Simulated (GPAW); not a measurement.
# SnO2 (R-3m) in GPAW: single point with PBE

Aim: the single point of SnO2 with PBE.

All numbers are computed with GPAW 26.7.0; they aren't measurements. Logs are shortened: lines on timing, memory, paths and dates and some standing lists are left out, and cuts for length are marked. The log counts tension as positive stress, the text compression.

## 1. The crystal as given

It takes space group R-3m (No. 166, trigonal). Conventional cell: a = 3.234 Å, b = 3.234 Å, c = 14.402 Å, α = 90.00°, β = 90.00°, γ = 120.00°. Around Sn (site symmetry -3m) lie 6 O at 2.13 Å. O (site symmetry 3m) is surrounded by 3 Sn at 2.13 Å.

Measurements of this composition are mostly on another form, of space group No. 136.

## 2. Single point, PBE

Contents of run.py:

```python
from ase.dft.bandgap import bandgap
from ase.io import read, write
from ase.units import Bohr, GPa
from gpaw import GPAW, PW
from gpaw.elf import elf_from_dft_calculation

atoms = read('SnO2.xyz')

calc = GPAW(mode=PW(800),
            xc='PBE',
            kpts={'size': (10, 10, 10), 'gamma': True},
            occupations={'name': 'fermi-dirac', 'width': 0.05},
            nbands=24,
            convergence={'density': 1e-05, 'energy': 1e-05},
            maxiter=150,
            txt='gpaw.txt')
atoms.calc = calc
energy = atoms.get_potential_energy()
forces = atoms.get_forces()
stress = atoms.get_stress()
calc.write('gs.gpw')
write('result.traj', atoms)
print(f'Energy: {energy:.6f} eV')
print('Forces (eV/A):')
print(forces.round(4))
print('Stress (GPa):', (stress / GPa).round(3))
print('Fermi level:', round(calc.get_fermi_level(), 4), 'eV')
print(f'Gap: {bandgap(calc)[0]:.4f} eV, direct: {bandgap(calc, direct=True)[0]:.4f} eV')

# fields on the real-space grid
write('density.cube', atoms, data=calc.get_pseudo_density() * Bohr**3)
write('potential.cube', atoms, data=calc.get_electrostatic_potential())
write('elf.cube', atoms, data=elf_from_dft_calculation(calc).data)
```

Contents of SnO2.xyz:

```xyz
3
Lattice="1.6170930752 0.9336291223 4.8005925840 -1.6170930752 0.9336291223 4.8005925840 0.0000000000 -1.8672582446 4.8005925840" Properties=species:S:1:pos:R:3 pbc="T T T"
Sn     0.0000000000      0.0000000000      7.2008888760
O      0.0000000000      0.0000000000     10.9861081226
O      0.0000000000      0.0000000000      3.4156696294
```

Potentials or basis: GPAW PAW data sets (gpaw-data 1.2.1), pw.

Started as:

```bash
OMP_NUM_THREADS=1 python run.py
```

gpaw.txt:

```text
__  _  _
 | _ |_)|_||  |
 |__||  | ||/\| - 26.7.0

Input parameters:
  mode=PW(ecut=800.0),
  convergence={'density': 1e-05, 'energy': 1e-05},
  kpts=MonkhorstPack(size=(10, 10, 10), gamma=True),
  maxiter=150,
  nbands=24,
  occupations=Occupations(name='fermi-dirac', width=0.05),
  xc=XC(name='PBE')

Diagonalizing LCAO Hamiltonian
Converting LCAO to pw mode

       O

       Sn

       O

Atoms  # Å, Bohr magnetons
|   | symbol |        x |        y |         z |    initial magnetic moments |
|---|--------|----------|----------|-----------|-----------------------------|
| 0 |     Sn | 0.000000 | 0.000000 |  7.200889 | ( 0.0000,  0.0000,  0.0000) |
| 1 |      O | 0.000000 | 0.000000 | 10.986108 | ( 0.0000,  0.0000,  0.0000) |
| 2 |      O | 0.000000 | 0.000000 |  3.415670 | ( 0.0000,  0.0000,  0.0000) |

Unit cell  # Å
| periodic |         x |         y |        z |  lengths |    angles |
|----------|-----------|-----------|----------|----------|-----------|
|      yes |  1.617093 |  0.933629 | 4.800593 | 5.150955 | 36.593718 |
|      yes | -1.617093 |  0.933629 | 4.800593 | 5.150955 | 36.593718 |
|      yes |  0.000000 | -1.867258 | 4.800593 | 5.150955 | 36.593718 |

Number of symmetries: 12
Symmetry operations  # r_c * U_cc + t_c -> r_c
|    | kind |            matrix            |
|----|------|------------------------------|
|  0 |  E   |  1, 0, 0,  0, 1, 0,  0, 0, 1 |
|  1 |  σ   |  1, 0, 0,  0, 0, 1,  0, 1, 0 |
|  2 |  σ   |  0, 1, 0,  1, 0, 0,  0, 0, 1 |
|  3 |  C3  |  0, 1, 0,  0, 0, 1,  1, 0, 0 |
|  4 |  C3  |  0, 0, 1,  1, 0, 0,  0, 1, 0 |
|  5 |  σ   |  0, 0, 1,  0, 1, 0,  1, 0, 0 |
|  6 |  C2  |  0, 0,-1,  0,-1, 0, -1, 0, 0 |
|  7 |  S6  |  0, 0,-1, -1, 0, 0,  0,-1, 0 |
|  8 |  S6  |  0,-1, 0,  0, 0,-1, -1, 0, 0 |
|  9 |  C2  |  0,-1, 0, -1, 0, 0,  0, 0,-1 |
| 10 |  C2  | -1, 0, 0,  0, 0,-1,  0,-1, 0 |
| 11 |  i   | -1, 0, 0,  0,-1, 0,  0, 0,-1 |

BZ-sampling:
  Number of BZ points: 1000
  Number of IBZ points: 116

  Monkhorst-Pack size: [10, 10, 10]
  Monkhorst-Pack shift: [0.05, 0.05, 0.05]

K-points  # in reciprocal-cell coordinates
|     |                                coordinates |     weight |
|-----|--------------------------------------------|------------|
|   0 | (  0.00000000,   0.00000000,   0.00000000) | 0.00100000 |
|   1 | (  0.10000000,   0.00000000,  -0.10000000) | 0.00600000 |
|   2 | (  0.10000000,   0.00000000,   0.00000000) | 0.00600000 |
|   3 | (  0.10000000,   0.10000000,  -0.10000000) | 0.00600000 |
|   4 | (  0.10000000,   0.10000000,   0.00000000) | 0.00600000 |
|   5 | (  0.10000000,   0.10000000,   0.10000000) | 0.00200000 |
|   6 | (  0.20000000,  -0.10000000,  -0.10000000) | 0.00600000 |
|   7 | (  0.20000000,   0.00000000,  -0.20000000) | 0.00600000 |
|   8 | (  0.20000000,   0.00000000,  -0.10000000) | 0.01200000 |
|   9 | (  0.20000000,   0.00000000,   0.00000000) | 0.00600000 |
| ... |                                            |            |
| 115 | (  0.50000000,   0.50000000,   0.50000000) | 0.00100000 |

Plane wave coefficients: 2266
Cutoff: 800.0 eV

Spin-components: 1 (collinear spins)
Bands:           24
Projectors:      16
Spin-degeneracy: 2
Datatype:        complex128

Parallelization:
  kpt:    1
  domain: 1
  band:   1

Density:
  Valence electrons: 26.0
  Components: 1
  Grid points: [35 35 35]
  Charge: 0.0  # |e|

Potential:
  Grid points: [35 35 35]

species:
  Sn:
    name:    Tin
    Z:       50.0
    valence: 14
    core:    36
    charge:  0.0  # [|e|]
    compensation charges:
      type: gauss
      rc: 0.38  # [Å]
      lmax: 2
    cutoffs:
      filter: 2.23  # [Å]
      core: 2.35  # [Å]
    projectors
    | kind |    occ | energy [eV] | rcut [Å] |
    |------|--------|-------------|----------|
    |   5s |  2.000 |     -10.538 |    1.201 |
    |   5p |  2.000 |      -3.696 |    1.270 |
    |   4d | 10.000 |     -25.845 |    1.185 |
    |    s |        |      16.674 |    1.201 |
    |    p |        |      23.515 |    1.270 |
    |    d |        |       1.367 |    1.185 |

    Using partial waves for Sn as LCAO basis

  O:
    name:    Oxygen
    Z:       8.0
    valence: 6
    core:    2
    charge:  0.0  # [|e|]
    compensation charges:
      type: gauss
      rc: 0.21  # [Å]
      lmax: 2
    cutoffs:
      filter: 1.17  # [Å]
      core: 0.83  # [Å]
    projectors
    | kind |    occ | energy [eV] | rcut [Å] |
    |------|--------|-------------|----------|
    |   2s |  2.000 |     -23.961 |    0.688 |
    |   2p |  4.000 |      -9.029 |    0.598 |
    |    s |        |       3.251 |    0.688 |
    |    p |        |      18.182 |    0.598 |
    |    d |        |       0.000 |    0.619 |

    Using partial waves for O as LCAO basis

Reference energy: -172092.397909  # eV

eigensolver:
  PPCG
  Converge bands: occupied
  niter=2

density mixing:
  MSR1-Mixer
  Pratt-step length: 0.05
  Maximum mixing coefficient: 0.75
  Old densities: 10
  SVD Regularization: 0.005
  Good broyden scale: 1.0
  Trust region scale: 1.0
  Backstep threshold: 4.0
  History deletion threshold: 6.0
  Fourier metric: weight=20.0, sigma=0.015

occupation numbers:
  Fermi-Dirac:
    width: 0.0500  # eV

poisson solver:
  ecut: 6400.0  # eV

xc functional:
  name: PBE with 2 nearest neighbor stencil

convergence criteria:
- Maximum integral of absolute [dens]ity change: 1e-05 electrons / valence electron
- Maximum [total energy] change in last 3 cyles: 1e-05 eV / valence electron
- Maximum integral of absolute [eigenst]ate change: 4e-08 eV^2 / valence electron
maximum number of iterations: 150

SCF iterations
|iter     | |      energy | eigst |  dens |
|---------|-|-------------|-------|-------|
|iter:   1| |  -21.754779 | +0.17 |       |
|iter:   2| |  -20.968816 | -1.65 | -0.89 |
|iter:   3| |  -18.978993 | -0.82 | -0.94 |
|iter:   4| |  -18.974241 | -3.15 | -1.51 |
|iter:   5| |  -18.977237 | -3.22 | -1.77 |
|iter:   6| |  -18.977405 | -4.92 | -2.89 |
|iter:   7| |  -18.977447c| -5.56 | -3.28 |
|iter:   8| |  -18.977448c| -7.32 | -4.37 |
|iter:   9| |  -18.977448c| -8.07c| -4.84 |
|iter:  10| |  -18.977448c| -8.73c| -5.75c|

Converged in 10 steps
Energy contributions relative to reference atoms: (reference = -172092.397909)

Energy contributions:
  Kinetic:          29.312929
  Coulomb:         -27.216736
  Zero:              0.191384
  External:          0.000000
  Xc:              -21.265026
  Entropy:          -0.000000
  Spinorbit:         0.000000
  ----------------------------
  Free energy:     -18.977448
  Extrapolated:    -18.977448

dipole moment: (0.000000, -0.000000, 0.000012)  # |e|*Ang

Fermi level: 4.304
Eigenvalues  # (at kpt = [0.000, 0.000, 0.000])
| band index |      eig [eV] | occ [0-2] |
|------------|---------------|-----------|
|          0 |       -16.745 |     2.000 |
|        ... |               |           |
|          5 |       -14.636 |     2.000 |
|          6 |       -12.850 |     2.000 |
|          7 |        -0.641 |     2.000 |
|          8 |         1.994 |     2.000 |
|          9 |         1.994 |     2.000 |
|         10 |         2.374 |     2.000 |
|         11 |         2.374 |     2.000 |
|         12 |         3.139 |     2.000 |
|         13 |         5.207 |     0.000 |
|         14 |         8.968 |     0.000 |
|         15 |        14.285 |     0.000 |
|         16 |        14.285 |     0.000 |
|         17 |        14.937 |     0.000 |
|         18 |        20.337 |     0.000 |
|         19 |        20.337 |     0.000 |
|         20 |        20.627 |     0.000 |
|        ... |               |           |
|         23 |        27.085 |     0.000 |

Gap: 1.957 eV
Transition (v -> c):
  (s=0, k=7, n=12, [0.20, 0.00, -0.20]) -> (s=0, k=0, n=13, [0.00, 0.00, 0.00])
Direct/indirect transitions are different
Direct gap: 2.068 eV
Transition at: (s=0, k=0, n=12, [0.00, 0.00, 0.00])

Forces  # eV/Ang
|       x |        y |        z |
|---------|----------|----------|
| 0.00000 |  0.00000 |  0.00000 |  # Sn   0
| 0.00000 |  0.00000 |  0.22090 |  # O    1
| 0.00000 | -0.00000 | -0.22090 |  # O    2

Stress tensor  # eV/Ang^3
|         x |        y |        z |
|-----------|----------|----------|
|  0.011323 | 0.000000 | 0.000000 |
| -0.000000 | 0.011323 | 0.000000 |
|  0.000000 | 0.000000 | 0.009552 |

# Writing to gs.gpw (mode='')
```

stdout:

```text
<dir> UserWarning: The angles between your unit-cell vectors are 36.6, 36.6 and 36.6 degrees.  Results may be wrong!  Please Niggli-reduce your unit-cell so that the angles are closer to 90 degrees:

  from ase.build import niggli_reduce
  niggli_reduce(atoms)

  warnings.warn(
Energy: -18.977448 eV
Forces (eV/A):
[[ 0.      0.      0.    ]
 [ 0.      0.      0.2209]
 [ 0.     -0.     -0.2209]]
Stress (GPa): [1.814 1.814 1.53  0.    0.    0.   ]
Fermi level: 4.3036 eV
Gap: 1.9565 eV, direct: 2.0681 eV
```

Wall time 3.9 min (1 thread of Arm Neoverse V2, shared host); peak memory 0.34 GiB.

What came out:

- Free energy: -18.9774 eV
- Pressure: -1.7 GPa
- Largest force: 0.221 eV/Å
- Band gap on the k mesh: 1.96 eV, indirect (least direct gap 2.07 eV)

Forces in eV/Å, atoms in the order of the input:
```
Sn   0.000  0.000  0.000
O    0.000  0.000  0.221
O    0.000  0.000 -0.221
```

Stress tensor (GPa, compression positive):
```
-1.81  0.00  0.00
 0.00 -1.81  0.00
 0.00  0.00 -1.53
```

Caveat: the density grid can change from cell to cell, which puts small steps into energies and stress; spin-orbit coupling is left out, which moves the levels of the heavy elements; the program warned that so skewed a cell can give wrong results. A k mesh can miss the band edges.
